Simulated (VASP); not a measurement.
Input of a VASP 6.6.1 run:

Contents of POSCAR:

```
TiB2
1.0
    3.0485925500      0.0000000000      0.0000000000
   -1.5242962700      2.6401544100      0.0000000000
    0.0000000000      0.0000000000      3.2490678000
Ti B
1 2
Direct
    0.0000000000      0.0000000000      0.0000000000
    0.3333000000      0.6667000000      0.5000000000
    0.6666000000      0.3333000000      0.5000000000
```

Contents of INCAR.step1:

```
PREC     = Accurate       # precision mode
ENCUT    = 520            # plane-wave cutoff, eV
ISMEAR   = -5             # smearing method
SIGMA    = 0.0756         # smearing width, eV
LREAL    = False          # projectors in reciprocal space
LASPH    = True           # aspherical terms in the spheres
NELM     = 100            # most SCF steps
LMAXMIX  = 4              # l up to which the mixer works
GGA      = PE             # functional
ALGO     = Normal         # electronic algorithm
EDIFF    = 1E-4           # SCF threshold, eV
LWAVE    = True           # write WAVECAR
LCHARG   = False          # write CHGCAR
```

Contents of INCAR.step2:

```
PREC     = Accurate       # precision mode
ENCUT    = 520            # plane-wave cutoff, eV
EDIFF    = 1E-7           # SCF threshold, eV
ISMEAR   = 1              # smearing method
SIGMA    = 0.0756         # smearing width, eV
LREAL    = False          # projectors in reciprocal space
LASPH    = True           # aspherical terms in the spheres
NELM     = 100            # most SCF steps
ALGO     = Normal         # electronic algorithm
ISIF     = 2              # what is computed and relaxed
LWAVE    = False          # write WAVECAR
LCHARG   = False          # write CHGCAR
LMAXMIX  = 4              # l up to which the mixer works
METAGGA  = R2SCAN         # meta-GGA
LMIXTAU  = True         
LORBIT   = 11             # projections on sites
ISTART   = 1
```

The input KPOINTS:

```
Automatic mesh
0
Gamma
  10 10 8
```

Potentials or basis: VASP PAW PBE potentials, release 64 (Ti_sv, B).

The run is started by

```sh
$ cat potpaw_PBE.64/Ti_sv/POTCAR potpaw_PBE.64/B/POTCAR > POTCAR
$ cp INCAR.step1 INCAR
$ mpirun -np 1 vasp_std > vasp.out
$ cp INCAR.step2 INCAR
$ mpirun -np 1 vasp_std > vasp.out
```

What does it give for the pressure?

-5.1 GPa.

What does it give for the band gap on the k mesh?

None (metal or under the smearing width).

Forces in eV/Å, atoms in the order of the input:
```
Ti  -0.002  0.000  0.000
B    0.001 -0.002  0.000
B    0.001  0.002  0.000
```

Caveat: the PAW data sets were made with another functional, which shifts forces and pressure a little.
